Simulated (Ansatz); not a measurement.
Computed with Ansatz on PBE0-D4/def2-TZVP structures; ΔE is electronic, products minus reactants. CCSD(T)/CBS adds triple-zeta CCSD(T) − MP2 to the extrapolated MP2 energy (def2 sets, frozen cores). This one scheme is used for every species.

Consider the formal exchange of groups at a C–C bond: `O=C(Cl)C(F)(F)F` + CH₄ → `CC(=O)Cl` + `FC(F)F`.

```
          species  CCSD(T)/CBS(def2) energy (Eh)
`O=C(Cl)C(F)(F)F`                     -910.41407
              CH₄                      -40.46206
       `CC(=O)Cl`                     -612.86293
         `FC(F)F`                     -338.02896
```

Question: Work out ΔE.

Answer: ΔE = (-612.86293) + (-338.02896) − (-910.41407) − (-40.46206) = -0.01576 Eh = -9.9 kcal/mol.

Largest T1 diagnostic among the species: 0.014.

In def2-TZVPP, CCSD(T) changes the Hartree–Fock value by +3.3 kcal/mol (the triples alone add +0.6 kcal/mol) and MP2 by +2.7 kcal/mol. The D4 term adds +0.9 kcal/mol with B3LYP and +0.5 kcal/mol with PBE0; it sums over pairs of atoms, weighted by their polarisabilities, and B3LYP, whose exchange is more repulsive, gets the larger term. From BLYP to BHLYP (50 % exact exchange), in def2-TZVPP and without D4, ΔE moves by −1.2 kcal/mol.

B3LYP here is the variant with VWN-RPA as its local correlation; programs differ in this.
